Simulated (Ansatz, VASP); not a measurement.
**One calculation of Ag, two programs**

File INCAR:

```
SYSTEM = Ag
ALGO = Normal
EDIFF = 1E-6
ENCUT = 520
GGA = PE
ISIF = 2
ISMEAR = -1
LASPH = .TRUE.
LCHARG = .FALSE.
LREAL = .FALSE.
LWAVE = .FALSE.
NBANDS = 12
NELM = 60
PREC = Accurate
SIGMA = 0.05
```

The input KPOINTS:

```
k-points
0
G
  15 15 15
  0 0 0
```

File POSCAR:

```
Ag
1.0
    0.0000000000      2.0431000000      2.0431000000
    2.0431000000      0.0000000000      2.0431000000
    2.0431000000      2.0431000000      0.0000000000
Ag
1
Direct
    0.0000000000      0.0000000000      0.0000000000
```

Input for Ansatz:

```yaml
crystal:
  lattice:
    - [0.0, 2.0431, 2.0431]
    - [2.0431, 0.0, 2.0431]
    - [2.0431, 2.0431, 0.0]
  atoms:
    - { symbol: Ag, position: [0.0, 0.0, 0.0] }
kpoints:
  mp_grid: { grid: [15, 15, 15] }
  band_path:
    path:
      - [0.0, 0.0, 0.0]
      - [0.5, 0.0, 0.5]
      - [0.625, 0.25, 0.625]
      - [0.375, 0.375, 0.75]
      - [0.0, 0.0, 0.0]
      - [0.5, 0.5, 0.5]
      - [0.5, 0.25, 0.75]
      - [0.5, 0.0, 0.5]
    npoints: 14
scf:
  occupations: { method: fermi_dirac, width: 0.05 }
hamiltonian:
  xc: pbe
  pseudopotentials: { kind: all_electron, lapw: { basis_error: 0.001 } }
output:
  forces: true
  stress: true
  eigenvalues: true
  populations: true
  dos: { projected: true, de: 0.2, e_range: [-14, 8] }
```

Alike in both runs: task single point; functional PBE; k mesh 15 × 15 × 15; occupations fermi-dirac, width 0.05 eV; no spin polarisation.

```csv
,VASP,Ansatz
version,VASP 6.6.1,Ansatz 0.2.0
potentials or method,"VASP PAW PBE potentials, release 64 (Ag)","all-electron LAPW, scalar-relativistic"
plane-wave cutoff (eV),520,see its input
```

```csv
,VASP,Ansatz,Ansatz less VASP
pressure (GPa),4.4,4.5,+0.15
```

Ansatz ran all-electron here, so the differences hold the error of VASP's frozen core and of both bases.
